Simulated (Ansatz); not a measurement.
# An elastic constant from a strain scan in MoS2

The calculation used Ansatz 0.2.0, DFT PBE+D3(BJ), scalar-relativistic, plane waves, PAW. Cutoff 420 eV, Γ-centred 12×12×4 k-points, Gaussian smearing of 0.05 eV. No spin polarisation. Energies are free energies at this smearing, counted from the undisturbed cell; pressure is positive in compression.

The starting cell (relaxed at this level; this form isn't the usual structure):

```yaml
crystal:
  lattice:
    - [3.14972, 0.00000, 0.00000]
    - [-1.57486, 2.72774, 0.00000]
    - [0.00000, 0.00000, 6.64754]
  atoms:
    - { symbol: Mo, position: [0.00000, 0.00000, 0.00000] }
    - { symbol: S, position: [0.33333, 0.66667, 0.23567] }
    - { symbol: S, position: [0.33333, 0.66667, 0.76433] }
```

The cell is strained by ε times the Voigt pattern (0, 0, 0, 0, 1, 0) (xx, yy, zz, yz, xz, xy; engineering shear) with fractional coordinates fixed. The cell holds 3 atoms in V0 = 57.11 Å³. The stress column is τ = (1/V0) dE/dε, got from the stress tensor σ (compression positive) at each point as −det(1 + εP) σ : P(1 + εP)⁻¹, with P the pattern as a tensor.

| ε | ΔE (meV/atom) | τ (GPa) |
| --- | --- | --- |
| -0.0350 | 9.140 | -4.400 |
| -0.0300 | 6.714 | -3.770 |
| -0.0250 | 4.661 | -3.140 |
| -0.0200 | 2.982 | -2.511 |
| -0.0150 | 1.677 | -1.883 |
| -0.0100 | 0.745 | -1.255 |
| -0.0050 | 0.186 | -0.627 |
| 0.0000 | 0.000 | 0.000 |
| 0.0050 | 0.186 | 0.627 |
| 0.0100 | 0.745 | 1.255 |
| 0.0150 | 1.677 | 1.883 |
| 0.0200 | 2.982 | 2.511 |
| 0.0250 | 4.661 | 3.140 |
| 0.0300 | 6.714 | 3.770 |
| 0.0350 | 9.140 | 4.400 |
| 0.0400 | ? | ? |

Q: Which combination of elastic constants does this scan measure, and how large is it?

A: For small ε, τ = τ0 + Kε with K = pᵀCp, which for this pattern is C55 in the Cartesian frame shown. The parabola through τ at ε = -0.0050, 0 and 0.0050 has slope K = 125 GPa at zero. The energies per cell, E = NΔE, of the same two points give K = 2[E(ε₊)/ε₊ − E(ε₋)/ε₋]/[(ε₊ − ε₋)V0] = 125 GPa, in agreement. These are clamped-ion values.

Q: Predict the withheld row at ε = 0.0400 from the harmonic law, and compare.

A: ΔE = V0(τ0 ε + Kε²/2)/N = 11.928 meV/atom and τ = 5.02 GPa. The calculation gives 11.942 meV/atom and 5.03 GPa, a miss of 0.1 % of the harmonic energy, so the harmonic law still holds here.

Forces appear on the atoms along this scan, and letting them relax would lower the energy and soften the response.

Cost: 9 runs of about 0.51 core-minutes in all, on AMD EPYC 9R45 (Zen 5) (shared hosts).